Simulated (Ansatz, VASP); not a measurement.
Two plane-wave programs on Y

INCAR

```
SYSTEM = Y
PREC = Accurate
ENCUT = 600
EDIFF = 1E-6
ISMEAR = -1
SIGMA = 0.1
LREAL = .FALSE.
LASPH = .TRUE.
NELM = 80
ALGO = Normal
ISIF = 3
LWAVE = .FALSE.
LCHARG = .FALSE.
GGA = RE
IBRION = 2
NSW = 80
EDIFFG = -0.01
```

Contents of KPOINTS:

```
regular mesh
0
G
  11 11 11
  0 0 0
```

Contents of POSCAR:

```
Y
1.0
    0.0000000000      2.5461215815      2.5461215815
    2.5461215815      0.0000000000      2.5461215815
    2.5461215815      2.5461215815      0.0000000000
Y
1
Direct
    0.0000000000      0.0000000000      0.0000000000
```

Input for Ansatz:

```yaml
crystal:
  lattice:
    - [0.0, 2.5461215815, 2.5461215815]
    - [2.5461215815, 0.0, 2.5461215815]
    - [2.5461215815, 2.5461215815, 0.0]
  atoms:
    - { symbol: "Y", position: [0.0, 0.0, 0.0] }
hamiltonian:
  xc: revpbe
  pseudopotentials:
    kind: paw
    azcp:
      "Y": "pseudopotentials/Y.paw.azcp"
basis:
  ecutwfc: 420
  fft_grid_basis: typed
kpoints:
  mp_grid: { grid: [11, 11, 11], shift: [0, 0, 0] }
magnetization:
  spin_polarized: false
scf:
  occupations: { method: fermi_dirac, width: 0.1 }
relax:
  max_steps: 60
  f_tol: 0.01
  cell: {}
```

The cell was built by a generator and needn't be a form met in nature.

Alike in both runs: task relaxation of cell and atoms; functional revPBE; k mesh 11 × 11 × 11; occupations fermi-dirac, width 0.1 eV; no spin polarisation.

|  | VASP | Ansatz |
| --- | --- | --- |
| version | VASP 6.6.1 | Ansatz 0.2.0 |
| potentials or method | VASP PAW PBE potentials, release 64 (Y_sv) | plane waves (420 eV) with PAW, scalar-relativistic |
| plane-wave cutoff (eV) | 600 | 420 |
| valence electrons in the cell | 11 | 11 |

VASP gave:

| Item | Value |
| --- | --- |
| relaxed volume (Å³/atom) | 33.52 |
| relaxed cell length with the largest relative difference (Å) | 3.619 |
| energy change over the relaxation (meV/atom) | -1 |

Q: Which values does Ansatz return?

A: Relaxed volume (Å³/atom): 33.57; relaxed cell length with the largest relative difference (Å): 3.621; energy change over the relaxation (meV/atom): -1.

Caveats: the PAW data sets were made with another functional, which shifts forces and pressure a little (VASP).
